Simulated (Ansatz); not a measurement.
# Si: the cost of one run

Computed with Ansatz 0.2.0 (DFT PBE+D3(BJ), scalar-relativistic, plane waves, PAW, unless a step's input says otherwise).

4 further runs of the same task are left out: 1 for a known fault of the program, 1 that didn't finish, 2 set aside as unsound or not needed.

## (1) The system as given

Symmetry: Fm-3m, No. 225, cubic system. The conventional cell has a = 3.801 Å, b = 3.801 Å, c = 3.801 Å, α = 90.00°, β = 90.00°, γ = 90.00°. Around Si (site symmetry m-3m) lie 12 Si at 2.69 Å.

As a file:

```cif
data_structure
_symmetry_space_group_name_H-M 'Fm-3m'
_symmetry_Int_Tables_number 225
_cell_length_a 3.8010
_cell_length_b 3.8010
_cell_length_c 3.8010
_cell_angle_alpha 90.000
_cell_angle_beta 90.000
_cell_angle_gamma 90.000
_cell_volume 54.92
loop_
_atom_site_label
_atom_site_type_symbol
_atom_site_symmetry_multiplicity
_atom_site_Wyckoff_symbol
_atom_site_fract_x
_atom_site_fract_y
_atom_site_fract_z
_atom_site_occupancy
Si1 Si 4 a 0.00000 0.00000 0.00000 1
```

It goes back to an entry of the Materials Project, which need not be the stable form.

It is built from the cell relaxed beforehand with the same method (13.73 Å³/atom).

## (2) The undisturbed cell

input.yaml reads:

```yaml
crystal:
  lattice:
    - [0.0, 3.8010408856, -3.8010408856]
    - [-3.8010408856, 0.0, -3.8010408856]
    - [-3.8010408856, 3.8010408856, 0.0]
  atoms:
    - { symbol: Si, position: [0.5, 0.5, 0.0] }
    - { symbol: Si, position: [0.0, 0.5, 0.0] }
    - { symbol: Si, position: [0.5, 0.0, 0.0] }
    - { symbol: Si, position: [0.0, 0.0, 0.0] }
    - { symbol: Si, position: [0.5, 0.5, 0.5] }
    - { symbol: Si, position: [0.0, 0.5, 0.5] }
    - { symbol: Si, position: [0.5, 0.0, 0.5] }
    - { symbol: Si, position: [0.0, 0.0, 0.5] }
basis:
  ecutwfc: 420
kpoints:
  mp_grid: { grid: [14, 14, 14] }
hamiltonian:
  xc: pbe
  dispersion: d3bj
scf:
  occupations: { method: gaussian, width: 0.15 }
output:
  forces: true
  stress: true
  eigenvalues: true
  write_density: true
  write_potential: true
  elf: true
  volumetric_format: npy
```

Launch:

```
$ ansatz run input.yaml --threads 2 --pin off --max-ram 5120MiB --backend cpu --events-out ev --progress --plain --runs-dir out
```

**Question.** How long does this run take on 2 threads of Intel Xeon at 2.70GHz, shared host, and how much memory does it need?

About 14 s, with a peak of 0.53 GiB.
